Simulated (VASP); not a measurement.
A run of VASP 6.6.1 is set up as follows.

INCAR

```
PREC = Accurate
ENCUT = 600
EDIFF = 1E-7
ISMEAR = 0
SIGMA = 0.1
LREAL = False
LASPH = True
NELM = 100
ALGO = Normal
ISIF = 3
LWAVE = False
LCHARG = False
METAGGA = R2SCAN
LMIXTAU = True
IBRION = 2
NSW = 90
EDIFFG = -0.005
```

KPOINTS

```
Automatic mesh
0
Gamma
  14 14 14
```

File POSCAR:

```
Si
1.0
    0.0000000000      2.7185000000      2.7185000000
    2.7185000000      0.0000000000      2.7185000000
    2.7185000000      2.7185000000      0.0000000000
Si
2
Direct
    0.5000000000      0.5000000000      0.5000000000
    0.7500000000      0.7500000000      0.7500000000
```

Potentials or basis: VASP PAW PBE potentials, release 64 (Si).

Launch:

```console
$ cat potpaw_PBE.64/Si/POTCAR > POTCAR
$ mpirun -np 1 vasp_std > vasp.out
```

Problem. Predict the relaxed cell.

Solution. a = 3.846 Å, b = 3.846 Å, c = 3.846 Å, α = 60.00°, β = 60.00°, γ = 60.00°.

Problem. Predict the relaxed volume.

Solution. 20.12 Å³/atom.

Final structure:
```
Si
1.0
     0.00000    2.71984    2.71984
     2.71984    0.00000    2.71984
     2.71984    2.71984    0.00000
Si
2
Direct
  0.50000 0.50000 0.50000
  0.75000 0.75000 0.75000
```

Caveat: the PAW data sets were made with another functional, which shifts forces and pressure a little.
